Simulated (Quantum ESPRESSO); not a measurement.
**I under changes of volume**

One of the cells (40.553 Å³/atom); the others are scaled copies at fixed shape and fractional positions:

```
CELL_PARAMETERS angstrom
0.00000 2.36560 3.90984
2.19225 0.00000 3.90984
2.19225 2.36560 0.00000
ATOMIC_POSITIONS crystal
I 0.00000 0.00000 0.00000
```

| Quantity | Value |
| --- | --- |
| Program | Quantum ESPRESSO 7.5 |
| Functional | LDA |
| Potentials or basis | GBRV 1.5 LDA |
| Cutoff | 612 eV |
| Density cutoff | 4898 eV |
| k mesh | 9 × 9 × 9 |
| Occupations | fermi-dirac, width 0.05 eV |
| Spin | no spin polarisation |

```tsv
volume (Å³/atom)	energy over the lowest point (meV/atom)	pressure (GPa)
38.120	0.00	-0.8
38.931	5.47	-1.4
39.742	13.82	-1.9
40.553	24.67	-2.4
41.364	?	?
42.175	52.67	-3.1
42.986	69.25	-3.4
```

Question: What does the run at 41.364 Å³/atom give?

Answer: Energy over the lowest point 37.72 meV/atom; pressure -2.8 GPa.

Worked out: A Birch-Murnaghan fit of order 3 (a polynomial in V^(-2/3)) to the other rows has its minimum at 37.23 Å³/atom, just outside them, with B0 = V·E''(V) = 35 GPa and B' = 5.3 at fixed shape and positions, which overstates the stiffness. It gives 37.72 meV/atom at 41.364 Å³/atom, against the run's 37.72, and -dE/dV = -2.8 GPa, against -2.8.

Energies are extrapolated to zero smearing.

Caveats: an odd number of electrons without spin polarisation forces a metal; a magnetic or distorted state may lie lower.
